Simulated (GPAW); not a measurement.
Crystal: WS2, a slab with vacuum.

```
CELL_PARAMETERS angstrom
3.18352 0.00000 0.00000
-1.59176 2.75701 0.00000
0.00000 0.00000 16.95058
ATOMIC_POSITIONS crystal
W 0.00000 0.00000 0.00000
S 0.33333 0.66667 0.09200
S 0.33333 0.66667 0.90800
```

Base run:

* Program: GPAW 26.7.0
* Functional: r2SCAN
* Potentials or basis: GPAW PAW data sets (gpaw-data 1.2.1)
* Cutoff: 450 eV
* Basis: pw
* k mesh: 8 × 8 × 2
* Occupations: fermi-dirac, width 0.05 eV
* Spin: no spin polarisation

Its results: band gap on the k mesh 2.16 eV, indirect (least direct gap 2.39 eV).

Problem. The run is repeated on the same cell with these changes: functional from r2SCAN to PBE0-1/3; k mesh from 8 × 8 × 2 to 3 × 3 × 1. What comes out?

Solution. Band gap on the k mesh 3.55 eV, indirect (least direct gap 3.60 eV).

Several settings changed at once, so the effect can't be laid on one alone.

Caveats: some runs use coarse meshes; spin-orbit coupling is left out, which moves the levels of the heavy elements; exact exchange converges slowly with the k mesh, and this mesh is small (some runs).

A k mesh can miss the band edges.

Not every run made on this cell is shown here.
